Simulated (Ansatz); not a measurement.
SiO2: the gap under strain

SiO2, P4_32_12, a = 5.028 Å, c = 7.006 Å. This isn't the usual stable structure of the compound. Ansatz: PBEsol, PAW, 420 eV, Γ-centred 6×6×4 mesh on 12 atoms, Gaussian smearing 0.02 eV; no spin polarisation. Series: equal strain along all axes, cell held, atoms relaxed; x is the strain in per cent. The gap is sought over the whole zone.

```
x (%) gap y (eV)
 -3.0       5.677
 -1.5       5.625
  0.0       5.573
  1.5       5.525
  3.0           ?
```

Question: Fit y = E0 + c1 x + c2 x² to the other rows, give the deformation potential for this strain, and predict the missing gap.

Answer: Least squares on the rows shown. y = 5.5736 − 0.033200 x + 0.00044444 x². The deformation potential is 100 c1 = -3.32 eV per unit strain of each axis, or a third of that, -1.11 eV, as the usual dE_g/d ln V. At x = 3.0 the fit asked for gives 5.478 eV. The run gave 5.481 eV, so the fit is 0.003 eV too low, a small miss on the scale of the series. The form still works here, 33 % of the fitted range beyond its end.

Semilocal functionals give gaps under the measured ones; changes of the gap mostly carry over better.